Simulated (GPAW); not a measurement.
A run of GPAW 26.7.0 is set up as follows.

Contents of run.py:

```python
from ase import Atoms
from ase.dft.bandgap import bandgap
from ase.io import write
from ase.units import GPa
from ase.parallel import parprint
from gpaw import GPAW, PW, setup_paths

setup_paths.insert(0, '.')

atoms = Atoms(['Cu', 'Cu', 'O', 'O'],
              cell=[[2.34185, -1.7113, 0.0],
                    [2.34185, 1.7113, 0.0],
                    [-0.8500274268, 0.0, 5.0578693947]],
              scaled_positions=[[0.506306, -0.008913, 0.500046],
                                [-0.00305, 0.511865, 0.007766],
                                [0.412581, 0.582175, 0.754304],
                                [0.579359, 0.409346, 0.251624]],
              pbc=True)

calc = GPAW(mode=PW(800),
            xc='PBEsol',
            kpts={'size': (10, 10, 5), 'gamma': True},
            occupations={'name': 'fermi-dirac', 'width': 0.05},
            nbands=33,
            convergence={'density': 1e-05, 'energy': 1e-05},
            maxiter=150,
            txt='gpaw.txt')
atoms.calc = calc
energy = atoms.get_potential_energy()
forces = atoms.get_forces()
stress = atoms.get_stress()
calc.write('gs.gpw')
write('result.traj', atoms)
parprint(f'Energy: {energy:.6f} eV')
parprint('Forces (eV/A):')
parprint(forces.round(4))
parprint('Stress (GPa):', (stress / GPa).round(3))
parprint('Fermi level:', round(calc.get_fermi_level(), 4), 'eV')
parprint(f'Gap: {bandgap(calc)[0]:.4f} eV, direct: {bandgap(calc, direct=True)[0]:.4f} eV')
```

Potentials or basis: PAW data sets generated in the run's folder for this functional, pw.

Command:

```console
$ gpaw-setup -f PBEsol Cu O
$ OMP_NUM_THREADS=1 mpirun -n 4 gpaw python run.py
```

Q: Estimate the largest force.

A: 0.432 eV/Å.

Q: What does it give for the pressure?

A: -0.4 GPa.

Q: Predict the band gap on the k mesh.

A: None (metal or under the smearing width).

Forces in eV/Å, atoms in the order of the input:
```
Cu  -0.044  0.142  0.405
Cu  -0.195  0.030 -0.342
O    0.094 -0.395 -0.112
O    0.144  0.224  0.049
```

Caveat: with this Cu data set, volumes or pressures lay over 1.5 % or 2 GPa off other programs in two to four cells of ten; the run has no spin polarisation, though such a crystal can be magnetic; semilocal functionals often make such compounds metallic where correlation or magnetic order opens a gap, which also shifts bond lengths.
